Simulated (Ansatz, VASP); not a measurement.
## One calculation of BN, two programs

File POSCAR:

```
BN
1.0
    0.0000000000      1.7786474625      1.7458259350
    1.7786474625      0.0000000000      1.7458259350
    1.7786474625      1.7786474625      0.0000000000
B N
1 1
Direct
    0.0000000000      0.0000000000      0.0000000000
    0.5000000000      0.5000000000      0.5000000000
```

INCAR.step1

```
SYSTEM = BN
  PREC = Accurate
  ENCUT = 520
  ISMEAR = 0
  SIGMA = 0.01
  LREAL = .False.
  LASPH = .True.
  NELM = 100
  NBANDS = 11
  GGA = PE
  ALGO = Normal
  EDIFF = 1E-4
  LWAVE = .True.
  LCHARG = .False.
```

Contents of INCAR.step2:

```
SYSTEM = BN
  PREC = Accurate
  ENCUT = 520
  EDIFF = 1E-6
  ISMEAR = 0
  SIGMA = 0.01
  LREAL = .False.
  LASPH = .True.
  NELM = 100
  ALGO = Normal
  ISIF = 2
  LWAVE = .False.
  LCHARG = .False.
  METAGGA = R2SCAN
  LMIXTAU = .True.
  NBANDS = 11
  ISTART = 1
```

Contents of KPOINTS:

```
Automatic mesh
0
Gamma
  12 12 12
  0 0 0
```

Input for Ansatz:

```yaml
crystal:
  lattice:
    - [0.0, 1.7786474625, 1.745825935]
    - [1.7786474625, 0.0, 1.745825935]
    - [1.7786474625, 1.7786474625, 0.0]
  atoms:
    - { symbol: B, position: [0.0, 0.0, 0.0] }
    - { symbol: "N", position: [0.5, 0.5, 0.5] }
kpoints:
  mp_grid: { grid: [12, 12, 12] }
  band_path:
    path:
      - [0.0, 0.0, 0.0]
      - [0.5, 0.0, 0.5]
      - [0.625, 0.25, 0.625]
      - [0.375, 0.375, 0.75]
      - [0.5, 0.5, 0.5]
      - [0.5, 0.25, 0.75]
      - [0.0, 0.1666666667, -0.1666666667]
    npoints: 1
hamiltonian:
  xc: r2scan
scf:
  occupations: { method: fixed }
  n_extra_bands: 4
output:
  forces: true
  stress: true
  eigenvalues: true
```

Change from the starting cell: biaxial_xy strain +1.9%.

Alike in both runs: task single point; functional r2SCAN; k mesh 12 × 12 × 12; no spin polarisation.

```csv
,VASP,Ansatz
version,VASP 6.6.1,Ansatz 0.2.0
potentials or method,"VASP PAW PBE potentials, release 64 (B, N)","plane waves, PAW"
plane-wave cutoff (eV),520,500
occupations,"gaussian, width 0.01 eV",fixed
valence electrons in the cell,8,8
```

Ansatz gave:

| Item | Value |
| --- | --- |
| gap on the k mesh at the Fermi level (eV) | 0.77 |
| pressure (GPa) | -13.5 |
| largest component of the traceless stress (GPa) | 1.74 |

What did VASP give for the same quantities?

gap on the k mesh at the Fermi level (eV): 0.76; pressure (GPa): -13.3; largest component of the traceless stress (GPa): 1.82.

Caveats: the PAW data sets were made with another functional, which shifts forces and pressure a little (VASP). A k mesh can miss the band edges.
